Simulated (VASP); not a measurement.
A run of VASP 6.6.1:

File INCAR:

```
ALGO = Fast
EDIFF = 1E-6
ENCUT = 520
GGA = PE
ISIF = 2
ISMEAR = -1
LASPH = T
LCHARG = F
LREAL = F
LWAVE = F
NBANDS = 19
NELM = 100
PREC = Accurate
SIGMA = 0.05
```

Contents of KPOINTS:

```
k-points
0
Gamma
  12 12 7
```

POSCAR

```
TiS2
1.0
    3.4120005726      0.0000000000      0.0000000000
   -1.7060002863      2.9548791736      0.0000000000
    0.0000000000      0.0000000000      5.6950000000
Ti S
1 2
Direct
    0.0000000000      0.0000000000      0.0000000000
    0.3333333333      0.6666666667      0.2500000000
    0.6666666667      0.3333333333      0.7500000000
```

Potentials or basis: VASP PAW PBE potentials, release 64 (Ti_sv, S).

The run is started by

```sh
$ cat potpaw_PBE.64/Ti_sv/POTCAR potpaw_PBE.64/S/POTCAR > POTCAR
$ mpirun -np 1 vasp_std > vasp.out
```

Hardware: 1 thread of Intel(R) Xeon(R) Platinum 8488C (Sapphire Rapids), on a shared host.

Question: Estimate the wall time of this run.

Answer: It took 2.2 min on 1 thread of Intel(R) Xeon(R) Platinum 8488C (Sapphire Rapids), with other jobs on the host, peak memory 0.25 GiB. Counts: scf iterations 23, k points 112.
